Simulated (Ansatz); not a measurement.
# SiNi: elastic constants, part 2 of 3

Aim: for SiNi, find the equilibrium cell, relax to small forces and stress and compute the elastic constants.

Ansatz 0.2.0; DFT r2SCAN, scalar-relativistic, plane waves, PAW. Earlier steps stand in the parts before.

### Step 4. Tight relaxation for the response runs, with the smearing for a metal

Response functions are second derivatives at a minimum, so forces and stress are first brought close to zero on the mesh and occupations that the response runs use.

The input, input.yaml:

```yaml
crystal:
  lattice:
    - [2.9810271577, 0.0, 0.0]
    - [0.0, 3.2557867994, 0.0]
    - [0.0, 0.0, 4.6676794192]
  atoms:
    - { symbol: Si, position: [0.0, 0.0, 0.1563972321] }
    - { symbol: Si, position: [0.5, 0.5, 0.8436027679] }
    - { symbol: Ni, position: [0.0, 0.0, 0.6567761256] }
    - { symbol: Ni, position: [0.5, 0.5, 0.3432238744] }
basis:
  ecutwfc: 500
kpoints:
  mp_grid: { grid: [14, 12, 10] }
hamiltonian:
  xc: r2scan
scf:
  occupations: { method: fermi_dirac, width: 0.15 }
output:
  forces: true
  stress: true
  eigenvalues: true
  write_density: true
  write_potential: true
  elf: true
  volumetric_format: npy
relax:
  adjacent_minimum: "off"
  f_tol: 0.001
  max_steps: 60
  cell: { stress_tol: 0.01 }
```

On the command line:

```
$ ansatz run input.yaml --threads 2 --pin off --max-ram 5120MiB --backend cpu --events-out ev --progress --plain --runs-dir out
```

Log:

```text
Warning: RAYON_NUM_THREADS=2 ignored (pool sized by the plan → 2); use --threads N
Engine: ansatz 0.2.0, x86_64-unknown-linux-gnu
Pseudopotentials: kind: paw
Pseudopotential: Si, paw, valence charge 4, recommended cutoff 500 eV (meta_gga), Si.paw.azcp
Pseudopotential: Ni, paw, valence charge 18, recommended cutoff 500 eV (meta_gga), Ni.paw.azcp
Functional definition: r2SCAN
  parameter k0 = 0.174
  parameter k1 = 0.065
  parameter a1 = 4.9479
  exchange = r2scan_x(k0 = k0, k1 = k1, a1 = a1)
  correlation = r2scan_c
Crystal: 4 atoms, lattice volume = 45.303 Å³
Basis set: ecut = 500 eV, 1145 PW (Γ), exchange–correlation on 96×96×144 points (64 copies of the dense FFT grid, shifted against one another)
Bands: 27, of which v1, the nominal top of the filled ones, is band 22 counted from 1 (21 counted from 0)
Symmetry: 8 space group operations
Space group: Pmmn (ITA 59), of the structure as read, at distance tolerance 3.6e-5 Å
k-points: 336 of 1680
Non-local potential: Si, projectors of the file, l = 0: 2, l = 1: 2, l = 2: 2
Non-local potential: Ni, projectors of the file, l = 0: 3, l = 1: 2, l = 2: 3, l = 3: 1
PAW form: soft (Blöchl's): semilocal exchange-correlation on the pseudo side does not see the compensation charge
PAW frozen core: Si, regenerated for the run's functional (the file was generated under x = pbe(κ = 0.804, μ = 0.2195149727645171), c = pbe(β = 0.06672455060314922))
PAW frozen core: Ni, regenerated for the run's functional (the file was generated under x = pbe(κ = 0.804, μ = 0.2195149727645171), c = pbe(β = 0.06672455060314922))
PAW one-centre angular grid: Si, 302 points (default); XC on 160 Gauss nodes
PAW one-centre angular grid: Ni, 590 points (default); XC on 160 Gauss nodes
Initial density: superposition of atomic densities (neutral atoms: chi_scale 0, normalization atom), corrected by the library's trained network
Initial wavefunctions: pseudopotential atomic-orbital guess
Functional: x = r2scan, c = r2scan; τ floored in thin density (d = 2e-4 eV/Å³)
SCF iter   1: F=—  HF=-12970.301682 eV  |F-HF|=—  |Δ(HF+E_count)|=         —  Δρ=3.16e-2  dr2=3.98e-1  dr2_τ=1.18e-1  ethr=1.77e-3  ⟨swp⟩=5.2  Hψ=38489  notcnv=0
preconditioner: auto → Kerker (q_TF=auto, 2.715 Å⁻¹)  [metal: Δε(μ)=0.005 eV  Ē_g=8.124 eV  σ=0.150 eV  W_gap=0.01  n_scr=16 (ndim 8)  ℏωp=29.2 eV  f_vac=0.000  D(μ)=1.03/eV (n_scr^D=4)]
SCF iter   2: F=—  HF=-12970.438648 eV  |F-HF|=—  |Δ(HF+E_count)|=   1.37e-1  Δρ=2.48e-2  dr2=1.40e-1  dr2_τ=2.18e-3  ethr=9.05e-4  ⟨swp⟩=2.3  Hψ=17436  notcnv=0  defer=5
SCF iter   3: F=—  HF=-12970.411357 eV  |F-HF|=—  |Δ(HF+E_count)|=   2.73e-2  Δρ=7.98e-3  dr2=3.00e-2  dr2_τ=7.30e-5  ethr=3.17e-4  ⟨swp⟩=2.1  Hψ=14804  notcnv=0  defer=5
SCF iter   4: F=—  HF=-12970.407189 eV  |F-HF|=—  |Δ(HF+E_count)|=   4.17e-3  Δρ=2.32e-3  dr2=1.45e-3  dr2_τ=2.03e-5  ethr=6.81e-5  ⟨swp⟩=1.2  Hψ=11833  notcnv=0  defer=5
SCF iter   5: F=—  HF=-12970.407279 eV  |F-HF|=—  |Δ(HF+E_count)|=   9.01e-5  Δρ=1.38e-3  dr2=4.93e-4  dr2_τ=7.88e-6  ethr=3.30e-6  ⟨swp⟩=2.0  Hψ=15264  notcnv=0  defer=5
SCF iter   6: F=—  HF=-12970.407246 eV  |F-HF|=—  |Δ(HF+E_count)|=   3.26e-5  Δρ=4.46e-4  dr2=5.55e-5  dr2_τ=4.49e-7  ethr=1.12e-6  ⟨swp⟩=2.0  Hψ=13469  notcnv=0  defer=5
SCF iter   7: F=—  HF=-12970.407248 eV  |F-HF|=—  |Δ(HF+E_count)|=   2.14e-6  Δρ=2.22e-4  dr2=1.22e-5  dr2_τ=7.49e-8  ethr=1.26e-7  ⟨swp⟩=1.3  Hψ=9479  notcnv=0  defer=5
SCF iter   8: F=—  HF=-12970.407248 eV  |F-HF|=—  |Δ(HF+E_count)|=   9.02e-8  Δρ=3.36e-5  dr2=3.85e-7  dr2_τ=3.08e-9  ethr=2.77e-8  ⟨swp⟩=2.2  Hψ=14389  notcnv=0  defer=5
SCF iter   9: F=—  HF=-12970.407248 eV  |F-HF|=—  |Δ(HF+E_count)|=   3.37e-8  Δρ=1.86e-5  dr2=1.22e-7  dr2_τ=8.87e-10  ethr=2.27e-10  ⟨swp⟩=8.8  Hψ=65095  notcnv=0
SCF iter  10: F=-12970.407248 eV  HF=-12970.407248 eV  |F-HF|=8.35e-10  |Δ(HF+E_count)|=   1.16e-8  Δρ=2.85e-6  dr2=2.86e-9  dr2_τ=4.08e-11  ethr=2.27e-10  ⟨swp⟩=9.0  Hψ=66883  notcnv=0
SCF 1 converged in 10 iterations: F = -12970.407248 eV  dr2 = 2.86e-9
relax step   1: F+E_penalty+E_count = -12970.40724827 eV  Δ(F+E_penalty+E_count) = +0.000e0 eV  max|allowed force component| = 1.108e-2 eV/Å  Δτ_max = 0.0000 Å  P = +0.157 GPa  Ω = 45.303 Å³  (10 SCF iters, dr2 threshold 1.00e-7 eV, accepted)
Crystal: 4 atoms, lattice volume = 45.321 Å³
Initial density: handed on by an earlier stage of this run
Initial wavefunctions: those handed on with the density
iter 1 solved again at ethr=8.89e-9 eV; its pass at ethr=3.10e-3 eV (dr2=3.91e-6 eV) is discarded
SCF iter   1: F=—  HF=-12970.407253 eV  |F-HF|=—  |Δ(HF+E_count)|=         —  Δρ=9.28e-5  dr2=3.72e-6  dr2_τ=1.64e-5  ethr=8.89e-9  ⟨swp⟩=2.7  Hψ=46428  notcnv=0
preconditioner: auto → Kerker (q_TF=auto, 2.715 Å⁻¹)  [metal: Δε(μ)=0.005 eV  Ē_g=8.003 eV  σ=0.150 eV  W_gap=0.01  n_scr=16 (ndim 8)  ℏωp=29.2 eV  f_vac=0.000  D(μ)=1.05/eV (n_scr^D=4)]
SCF iter   2: F=—  HF=-12970.407272 eV  |F-HF|=—  |Δ(HF+E_count)|=   1.91e-5  Δρ=7.17e-5  dr2=1.92e-6  dr2_τ=2.14e-8  ethr=8.46e-9  ⟨swp⟩=2.0  Hψ=16558  notcnv=0
SCF iter   3: F=—  HF=-12970.407272 eV  |F-HF|=—  |Δ(HF+E_count)|=   2.50e-8  Δρ=5.63e-5  dr2=8.21e-7  dr2_τ=7.93e-9  ethr=4.36e-9  ⟨swp⟩=2.0  Hψ=12452  notcnv=0
SCF iter   4: F=-12970.407272 eV  HF=-12970.407272 eV  |F-HF|=3.50e-8  |Δ(HF+E_count)|=   7.21e-8  Δρ=1.18e-5  dr2=7.73e-8  dr2_τ=2.41e-9  ethr=3.32e-10  ⟨swp⟩=7.5  Hψ=66815  notcnv=0
SCF 2 converged in 4 iterations: F = -12970.407272 eV  dr2 = 7.73e-8
relax step   2: F+E_penalty+E_count = -12970.40727200 eV  Δ(F+E_penalty+E_count) = -2.373e-5 eV  max|allowed force component| = 6.921e-3 eV/Å  Δτ_max = 0.0002 Å  P = +0.070 GPa  Ω = 45.321 Å³  energy of the carried Pulay correction = -1.258e-5 eV  (4 SCF iters, dr2 threshold 1.46e-7 eV, accepted)
Crystal: 4 atoms, lattice volume = 45.337 Å³
Basis set: ecut = 500 eV, 1137 PW (Γ), exchange–correlation on 96×96×144 points (64 copies of the dense FFT grid, shifted against one another)
iter 1 solved again at ethr=3.09e-8 eV; its pass at ethr=3.10e-3 eV (dr2=1.36e-5 eV) is discarded
SCF iter   1: F=—  HF=-12970.407195 eV  |F-HF|=—  |Δ(HF+E_count)|=         —  Δρ=2.04e-4  dr2=1.46e-5  dr2_τ=8.40e-5  ethr=3.09e-8  ⟨swp⟩=3.1  Hψ=49780  notcnv=0
preconditioner: auto → Kerker (q_TF=auto, 2.715 Å⁻¹)  [metal: Δε(μ)=0.007 eV  Ē_g=8.001 eV  σ=0.150 eV  W_gap=0.01  n_scr=16 (ndim 8)  ℏωp=29.2 eV  f_vac=0.000  D(μ)=1.05/eV (n_scr^D=4)]
SCF iter   2: F=—  HF=-12970.407297 eV  |F-HF|=—  |Δ(HF+E_count)|=   1.02e-4  Δρ=1.33e-4  dr2=5.05e-6  dr2_τ=8.95e-8  ethr=3.09e-8  ⟨swp⟩=2.0  Hψ=16591  notcnv=0
SCF iter   3: F=—  HF=-12970.407298 eV  |F-HF|=—  |Δ(HF+E_count)|=   1.53e-6  Δρ=1.54e-4  dr2=6.19e-6  dr2_τ=3.85e-8  ethr=1.15e-8  ⟨swp⟩=2.2  Hψ=13913  notcnv=0
SCF iter   4: F=—  HF=-12970.407298 eV  |F-HF|=—  |Δ(HF+E_count)|=   6.64e-7  Δρ=3.38e-5  dr2=5.10e-7  dr2_τ=1.32e-8  ethr=1.15e-8  ⟨swp⟩=2.0  Hψ=12648  notcnv=0
SCF iter   5: F=—  HF=-12970.407298 eV  |F-HF|=—  |Δ(HF+E_count)|=   1.52e-8  Δρ=1.35e-5  dr2=5.88e-8  dr2_τ=3.72e-10  ethr=1.16e-9  ⟨swp⟩=2.2  Hψ=13776  notcnv=0
SCF iter   6: F=-12970.407297 eV  HF=-12970.407297 eV  |F-HF|=3.91e-10  |Δ(HF+E_count)|=   3.31e-9  Δρ=2.17e-6  dr2=2.12e-9  dr2_τ=3.87e-11  ethr=9.76e-11  ⟨swp⟩=7.9  Hψ=58657  notcnv=0
SCF 3 converged in 6 iterations: F = -12970.407297 eV  dr2 = 2.12e-9
relax step   3: F+E_penalty+E_count = -12970.40729750 eV  Δ(F+E_penalty+E_count) = -2.550e-5 eV  max|allowed force component| = 2.771e-3 eV/Å  Δτ_max = 0.0004 Å  P = -0.025 GPa  Ω = 45.337 Å³  energy of the carried Pulay correction = -2.283e-5 eV  (6 SCF iters, dr2 threshold 4.29e-8 eV, accepted)
Crystal: 4 atoms, lattice volume = 45.331 Å³
iter 1 solved again at ethr=2.71e-9 eV; its pass at ethr=3.10e-3 eV (dr2=1.19e-6 eV) is discarded
SCF iter   1: F=—  HF=-12970.407289 eV  |F-HF|=—  |Δ(HF+E_count)|=         —  Δρ=7.76e-5  dr2=1.40e-6  dr2_τ=1.27e-5  ethr=2.71e-9  ⟨swp⟩=3.0  Hψ=50929  notcnv=0
preconditioner: auto → Kerker (q_TF=auto, 2.715 Å⁻¹)  [metal: Δε(μ)=0.008 eV  Ē_g=8.002 eV  σ=0.150 eV  W_gap=0.01  n_scr=16 (ndim 8)  ℏωp=29.2 eV  f_vac=0.000  D(μ)=1.05/eV (n_scr^D=4)]
SCF iter   2: F=—  HF=-12970.407306 eV  |F-HF|=—  |Δ(HF+E_count)|=   1.70e-5  Δρ=4.94e-5  dr2=4.33e-7  dr2_τ=9.65e-9  ethr=2.71e-9  ⟨swp⟩=2.1  Hψ=16763  notcnv=0
SCF iter   3: F=—  HF=-12970.407307 eV  |F-HF|=—  |Δ(HF+E_count)|=   2.22e-7  Δρ=3.12e-5  dr2=2.56e-7  dr2_τ=3.04e-9  ethr=9.84e-10  ⟨swp⟩=2.0  Hψ=13514  notcnv=0
SCF iter   4: F=—  HF=-12970.407307 eV  |F-HF|=—  |Δ(HF+E_count)|=   9.79e-9  Δρ=2.96e-5  dr2=2.69e-7  dr2_τ=1.61e-9  ethr=5.82e-10  ⟨swp⟩=2.5  Hψ=16350  notcnv=0
SCF iter   5: F=—  HF=-12970.407307 eV  |F-HF|=—  |Δ(HF+E_count)|=   3.15e-8  Δρ=1.06e-5  dr2=3.90e-8  dr2_τ=2.69e-10  ethr=5.82e-10  ⟨swp⟩=1.0  Hψ=9167  notcnv=0
SCF iter   6: F=-12970.407307 eV  HF=-12970.407307 eV  |F-HF|=7.42e-10  |Δ(HF+E_count)|=   4.31e-9  Δρ=2.28e-6  dr2=2.13e-9  dr2_τ=1.90e-11  ethr=1.62e-11  ⟨swp⟩=6.3  Hψ=58595  notcnv=0
SCF 4 converged in 6 iterations: F = -12970.407307 eV  dr2 = 2.13e-9
relax step   4: F+E_penalty+E_count = -12970.40730659 eV  Δ(F+E_penalty+E_count) = -9.091e-6 eV  max|allowed force component| = 2.080e-3 eV/Å  Δτ_max = 0.0001 Å  P = -0.018 GPa  Ω = 45.331 Å³  energy of the carried Pulay correction = -1.916e-5 eV  (6 SCF iters, dr2 threshold 7.15e-9 eV, accepted)
Crystal: 4 atoms, lattice volume = 45.325 Å³
iter 1 solved again at ethr=1.67e-9 eV; its pass at ethr=3.10e-3 eV (dr2=7.35e-7 eV) is discarded
SCF iter   1: F=—  HF=-12970.407308 eV  |F-HF|=—  |Δ(HF+E_count)|=         —  Δρ=4.09e-5  dr2=7.62e-7  dr2_τ=2.85e-6  ethr=1.67e-9  ⟨swp⟩=3.3  Hψ=49572  notcnv=0
preconditioner: auto → Kerker (q_TF=auto, 2.715 Å⁻¹)  [metal: Δε(μ)=0.008 eV  Ē_g=8.003 eV  σ=0.150 eV  W_gap=0.01  n_scr=16 (ndim 8)  ℏωp=29.2 eV  f_vac=0.000  D(μ)=1.05/eV (n_scr^D=4)]
SCF iter   2: F=—  HF=-12970.407312 eV  |F-HF|=—  |Δ(HF+E_count)|=   3.58e-6  Δρ=2.49e-5  dr2=2.46e-7  dr2_τ=2.76e-9  ethr=1.67e-9  ⟨swp⟩=2.0  Hψ=16529  notcnv=0
SCF iter   3: F=—  HF=-12970.407312 eV  |F-HF|=—  |Δ(HF+E_count)|=   5.97e-8  Δρ=3.73e-5  dr2=3.65e-7  dr2_τ=1.70e-9  ethr=5.58e-10  ⟨swp⟩=2.1  Hψ=13736  notcnv=0
SCF iter   4: F=—  HF=-12970.407312 eV  |F-HF|=—  |Δ(HF+E_count)|=   5.42e-8  Δρ=6.77e-6  dr2=2.70e-8  dr2_τ=4.25e-10  ethr=5.58e-10  ⟨swp⟩=2.0  Hψ=12591  notcnv=0
SCF iter   5: F=—  HF=-12970.407312 eV  |F-HF|=—  |Δ(HF+E_count)|=   2.48e-9  Δρ=3.67e-6  dr2=4.03e-9  dr2_τ=3.18e-11  ethr=6.13e-11  ⟨swp⟩=2.3  Hψ=13544  notcnv=0
SCF iter   6: F=-12970.407312 eV  HF=-12970.407312 eV  |F-HF|=1.13e-10  |Δ(HF+E_count)|=  3.46e-10  Δρ=1.03e-6  dr2=3.57e-10  dr2_τ=3.46e-12  ethr=5.01e-12  ⟨swp⟩=7.2  Hψ=54924  notcnv=0
SCF 5 converged in 6 iterations: F = -12970.407312 eV  dr2 = 3.57e-10
relax step   5: F+E_penalty+E_count = -12970.40731201 eV  Δ(F+E_penalty+E_count) = -5.423e-6 eV  max|allowed force component| = 5.147e-4 eV/Å  Δτ_max = 0.0001 Å  P = -0.003 GPa  Ω = 45.325 Å³  energy of the carried Pulay correction = -1.498e-5 eV  (6 SCF iters, dr2 threshold 2.20e-9 eV, accepted)
Initial wavefunctions: pseudopotential atomic-orbital guess (no wavefunctions were taken with the density)
iter 1 solved again at ethr=3.28e-7 eV; its pass at ethr=3.10e-3 eV (dr2=1.44e-4 eV) is discarded
SCF iter   1: F=—  HF=-12970.407330 eV  |F-HF|=—  |Δ(HF+E_count)|=         —  Δρ=9.24e-6  dr2=3.52e-9  dr2_τ=2.29e-8  ethr=3.28e-7  ⟨swp⟩=3.0  Hψ=62728  notcnv=1
eigensolver tolerance schedule: the retry pair's looser diagonalisation over-reported the residual by 40941.05 of it (diagonalisation noise at an unbounded share of the residual, at the tolerance the schedule requests for it); recorded, not acted on — ethr = c·dr2/N_el stays at c = 1.0e-1
SCF iter   2: F=—  HF=-12970.407330 eV  |F-HF|=—  |Δ(HF+E_count)|=   1.04e-7  Δρ=5.03e-6  dr2=1.92e-9  dr2_τ=1.47e-9  ethr=8.01e-12  ⟨swp⟩=3.8  Hψ=24326  notcnv=0
SCF iter   3: F=—  HF=-12970.407330 eV  |F-HF|=—  |Δ(HF+E_count)|=   3.21e-8  Δρ=2.80e-6  dr2=2.07e-9  dr2_τ=5.16e-11  ethr=4.37e-12  ⟨swp⟩=2.0  Hψ=13829  notcnv=0
SCF iter   4: F=—  HF=-12970.407330 eV  |F-HF|=—  |Δ(HF+E_count)|=  2.18e-11  Δρ=8.52e-7  dr2=2.23e-10  dr2_τ=7.89e-12  ethr=4.37e-12  ⟨swp⟩=2.0  Hψ=12712  notcnv=0
SCF iter   5: F=—  HF=-12970.407330 eV  |F-HF|=—  |Δ(HF+E_count)|=  3.64e-12  Δρ=2.67e-7  dr2=1.79e-11  dr2_τ=1.69e-12  ethr=1.00e-12  ⟨swp⟩=2.2  Hψ=12419  notcnv=0
SCF iter   6: F=—  HF=-12970.407330 eV  |F-HF|=—  |Δ(HF+E_count)|=  2.91e-11  Δρ=1.12e-7  dr2=4.45e-12  dr2_τ=1.17e-13  ethr=1.00e-12  ⟨swp⟩=1.0  Hψ=9072  notcnv=0
SCF iter   7: F=—  HF=-12970.407330 eV  |F-HF|=—  |Δ(HF+E_count)|=  1.82e-12  Δρ=7.61e-8  dr2=1.93e-12  dr2_τ=1.84e-14  ethr=1.00e-12  ⟨swp⟩=5.2  Hψ=40095  notcnv=0
SCF iter   8: F=-12970.407330 eV  HF=-12970.407330 eV  |F-HF|=3.64e-12  |Δ(HF+E_count)|=  1.82e-12  Δρ=1.28e-8  dr2=3.63e-14  dr2_τ=4.46e-15  ethr=1.00e-12  ⟨swp⟩=5.0  Hψ=36597  notcnv=0
SCF 6 converged in 8 iterations: F = -12970.407330 eV  dr2 = 3.63e-14
relax step   6: F+E_penalty+E_count = -12970.40733034 eV  Δ(F+E_penalty+E_count) = -1.833e-5 eV  max|allowed force component| = 5.206e-4 eV/Å  Δτ_max = 0.0000 Å  P = -0.002 GPa  Ω = 45.325 Å³  stress off target by 4.38e-3 GPa  SCF on the basis re-selected at this cell (its energy is not comparable with the rows above)  (8 SCF iters)
basis re-selected at this cell: Δ(F+E_penalty+E_count) = -1.833e-5 eV, ΔP = +0.000 GPa vs the last step (what re-selecting the basis moved, of the pressure what is left beyond the Pulay correction that the steps carried, after the strain that the cell walked since its last selection, with what the two solves' SCF thresholds leave and, on support functions, any second-order correction that the steps lacked; it is no measure of the basis error at this ecutwfc). This SCF's stress stands 4.38e-3 GPa from its target on what of the cell is left free (relax.cell.stress_tol is 1.00e-2 GPa) and its largest allowed force component is 5.21e-4 eV/Å (relax.f_tol is 1.00e-3 eV/Å): within both
SCF converged after 8 iterations
Free energy (F): -12970.407330 eV
Harris-Foulkes:  -12970.407330 eV  (|F-HF|=3.64e-12)
Internal energy: -12970.329774 eV  (E = F + TS)
E sigma→0 (E₀):  -12970.368552 eV
Entropy (-TS):   -0.077557 eV (-19.389 meV/atom)
Fermi energy:    16.130919 eV
--- Per-component energies (eV) ---
  E_band       = -644.184086
  E_kinetic    = 658.657728
  E_local      = -8885.847473  (includes V_loc(G=0)·N_el)
  E_nonlocal   = 1329.081351
  E_hartree    = 3852.755408
  E_xc         = -265.838552
  E_vxc        = -342.521312  (∫ρ·V_xc dr)
  E_paw        = -4329.906380  (= ΣΔE_a)
  E_vpaw       = -1131.460715  (= ΣTr[D̂ρ^β])
  E_aug_tail   = 0.000500  (compensation charges beyond the density's cutoff)
  E_vtau       = 22.395001  (kinetic-family band-sum trace: ∫τ·v_τ [+ j·A + Jᵃ·Aᵃ] dr)
  E_ewald      = -5328.479353
  E_core_change = -0.753003  (= ΣΔE_core)
  E_smearing   = -0.077557  (= −TS)
  E_closure    = -0.000000  (closes the sum)
  Σ components = -12970.407330   (vs F -12970.407330, Δ=0.00e0)
--- Forces (eV/Å), atoms counted from 1 ---
  atom   1  Si     0.00000000     0.00000000     0.00023584
  atom   2  Si     0.00000000     0.00000000    -0.00023584
  atom   3  Ni     0.00000000     0.00000000     0.00052055
  atom   4  Ni     0.00000000     0.00000000    -0.00052055
  max |Σ_I F_I| component: 0.00e0 eV/Å
--- Stress (GPa, compression-positive) ---
       -0.004376       0.000000       0.000000
        0.000000       0.001780       0.000000
        0.000000       0.000000      -0.004230
  P = ⅓ Tr σ = -0.0023 GPa (-0.023 kbar)
--- Band table (eV; the first three rows and the last of 336) ---
  k-point 0: bands = ["-91.5373", "-91.5275", "-50.5795", "-50.5503", "-50.4677", "-50.4281", "-50.3860", "-50.3549", "1.3003", "7.4990", "9.1771", "11.6591", "12.2668", "12.9972", "13.2088", "13.2090", "13.2644", "13.3763", "13.6984", "14.0729", "14.1243", "14.8399", "17.2260", "19.3625", "21.7973", "21.8504", "23.7571"]
  k-point 1: bands = ["-91.5373", "-91.5275", "-50.5795", "-50.5504", "-50.4677", "-50.4281", "-50.3860", "-50.3549", "1.3573", "7.1051", "9.4357", "11.6826", "12.2434", "12.9991", "13.2133", "13.2357", "13.2795", "13.3098", "13.6604", "14.1194", "14.2708", "15.0203", "17.3473", "19.3296", "21.3813", "21.8277", "23.4296"]
  k-point 2: bands = ["-91.5373", "-91.5275", "-50.5794", "-50.5507", "-50.4677", "-50.4282", "-50.3859", "-50.3549", "1.5208", "6.3489", "9.8319", "11.7441", "12.1810", "13.0052", "13.1705", "13.1868", "13.2252", "13.3357", "13.5661", "14.1063", "14.9623", "15.4760", "17.6869", "19.2435", "20.5268", "21.7683", "22.6962"]
  k-point 335: bands = ["-91.5313", "-91.5313", "-50.5635", "-50.5635", "-50.4587", "-50.4587", "-50.3788", "-50.3788", "8.4848", "8.4848", "8.8944", "8.8944", "10.8995", "10.8995", "12.3243", "12.3243", "13.1621", "13.1621", "13.9366", "13.9366", "14.5176", "14.5176", "15.7506", "15.7506", "17.3057", "17.3057", "24.7363"]
--- Relaxed structure (5 steps of the walk, 5 accepted, 1 SCFs on fresh bases) ---
  F+E_penalty+E_count = -12970.40733034 eV   max|allowed force component| = 5.206e-4 eV/Å   (the final SCF, on the basis selected at the relaxed cell)
  cell:  # Å, volume = 45.3250 Å³
    - [2.97357322774462, 0.0, 0.0]
    - [0.0, 3.2644758728432044, 0.0]
    - [0.0, 0.0, 4.669239893936297]
  atoms:
    - { symbol: Si, position: [-1.0094727014922076e-36, 0.0, 0.15635642105049052] }
    - { symbol: Si, position: [0.5, 0.5, 0.8436435789495096] }
    - { symbol: Ni, position: [1.0094727014922076e-36, 0.0, 0.6569072891284573] }
    - { symbol: Ni, position: [0.5, 0.5, 0.34309271087154297] }
```

Wall time 2.9 min (2 threads of Intel Xeon Platinum 8259CL at 2.50GHz (Skylake/Cascade Lake), shared host); peak memory 0.78 GiB.

Step by step:

| step | E - E(step 1) (eV/cell) | largest force component (eV/Å) | pressure (GPa) | volume (Å³) |
| --- | --- | --- | --- | --- |
| 1 | 0.0000 | 0.0111 | 0.16 | 45.30 |
| 2 | 0.0000 | 0.0069 | 0.07 | 45.32 |
| 3 | 0.0000 | 0.0028 | -0.03 | 45.34 |
| 4 | -0.0001 | 0.0021 | -0.02 | 45.33 |
| 5 | -0.0001 | 0.0005 | 0.00 | 45.33 |
| 6 | -0.0001 | 0.0005 | 0.00 | 45.33 |

Step 1 is the start. Step 6 repeats the geometry before it on a plane-wave basis chosen anew for that cell, so its energy need not be comparable with the rows above.

|  | before | after | change |
| --- | --- | --- | --- |
| a (Å) | 2.981 | 2.974 | -0.3 % |
| b (Å) | 3.256 | 3.264 | +0.3 % |
| c (Å) | 4.668 | 4.669 | 0.0 % |
| volume (Å³/atom) | 11.33 | 11.33 | 0.0 % |
| shortest distance (Å) | 2.332 | 2.332 | 0.0 % |
| space group (0.01 Å) | Pmmn | Pmmn | same |

Forces and stress were held to the start's 8 operations: a distortion of lower symmetry was not tested.

Density in a lattice plane of the grid's cell (edges 2.97 and 4.67 Å, at 0.000 of the third edge), which holds Si and Ni.

Ten even steps from ' ' (0.04 e/Å³) to '@' (55.42 e/Å³):
```
                                
                                
                                
                                
::..                          ..
##++::                      ::++
@@##--..                  ..--##
++==..                      ..==
....                          ..
                                
                                
                                
                                
                                
                                
                                
                                
                                
                                
                                
```
Columns run along the first of these edges and rows up along the second, over one cell in 16 and 20 even steps from the bottom left corner. Atoms in the plane (fractional): Si at (1.00, 0.16), Ni at (0.00, 0.66).

ELF in the same plane.

Ten even steps from ' ' (0.13) to '@' (0.73):
```
@@@@@@%%**--..      ..--**%%@@@@
++++++++==--::..  ..::--==++++++
....::::::::::......::::::::::..
::..........::::::::::..........
====--::........::........::--==
%%##==--..  ..........  ..--==##
@@%%++--..    ......    ..--++%%
##**==::..      ..      ..::==**
==--::..                  ..::--
......                      ....
::::....::..............::....::
++++++++==--::......::--==++++++
%%%%%%%%##++--::..::--++##%%%%%%
****##%%%%**==--::--==**%%%%##**
::::==**####++==--==++####**==::
==::..--****++==--==++****--..::
##--..::==++==------==++==::..--
--::..::====--::..::--====::..::
======++++==::..  ..::==++++====
@@@@@@%%**==..      ..==**%%@@@@
```
Columns run along the first of these edges and rows up along the second, over one cell in 16 and 20 even steps from the bottom left corner. Atoms in the plane (fractional): Si at (1.00, 0.16), Ni at (0.00, 0.66).

Both are smooth fields of the valence electrons: close to the nuclei they are not physical.

Maxima of ELF outside the ion cores: 0.76 on the Si–Ni line, 0.9 Å from Si; 0.68 beside Si, off the lines to its neighbours, 1.0 Å from Si.

[end of part 2 of 3]
